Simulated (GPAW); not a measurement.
A run of GPAW 26.7.0 is set up as follows.

run.py

```python
from ase import Atoms
from ase.dft.bandgap import bandgap
from ase.io import write
from ase.units import GPa
from gpaw import GPAW, PW

atoms = Atoms(['C', 'C'],
              cell=[[2.1273203072, -1.22828244, 0.0],
                    [2.1273203072, 1.22828244, 0.0],
                    [-1.3790696309, 0.0, 3.5028300786]],
              scaled_positions=[[0.16664447, 0.16664447, 0.99990696],
                                [0.83335553, 0.83335553, 0.00009304]],
              pbc=True)

calc = GPAW(mode=PW(600),
            xc='PBE',
            kpts={'size': (10, 10, 6), 'gamma': True},
            occupations={'name': 'fermi-dirac', 'width': 0.05},
            nbands=11,
            maxiter=120,
            txt='gpaw.txt')
atoms.calc = calc
energy = atoms.get_potential_energy()
forces = atoms.get_forces()
stress = atoms.get_stress()
calc.write('gs.gpw')
write('result.traj', atoms)
print(f'Energy: {energy:.6f} eV')
print('Forces (eV/A):')
print(forces.round(4))
print('Stress (GPa):', (stress / GPa).round(3))
print('Fermi level:', round(calc.get_fermi_level(), 4), 'eV')
print(f'Gap: {bandgap(calc)[0]:.4f} eV, direct: {bandgap(calc, direct=True)[0]:.4f} eV')
```

Potentials or basis: GPAW PAW data sets (gpaw-data 1.2.1), pw.

The run is started by

```bash
$ OMP_NUM_THREADS=1 python run.py
```

Question: What does it give for the largest force?

Answer: 0.006 eV/Å.

Question: What does it give for the pressure?

Answer: 4.2 GPa.

Question: What does it give for the band gap on the k mesh?

Answer: 1.38 eV, indirect (least direct gap 1.41 eV).

Stress tensor (GPa, compression positive):
```
 5.25  0.00 -0.03
 0.00  5.18  0.00
-0.03  0.00  2.13
```

Caveat: the cutoff is short for stress and forces, so pressures can be off by a GPa or more; this functional lacks dispersion, which binds the layers, so the pressure and a relaxed spacing across them are unreliable. A k mesh can miss the band edges.
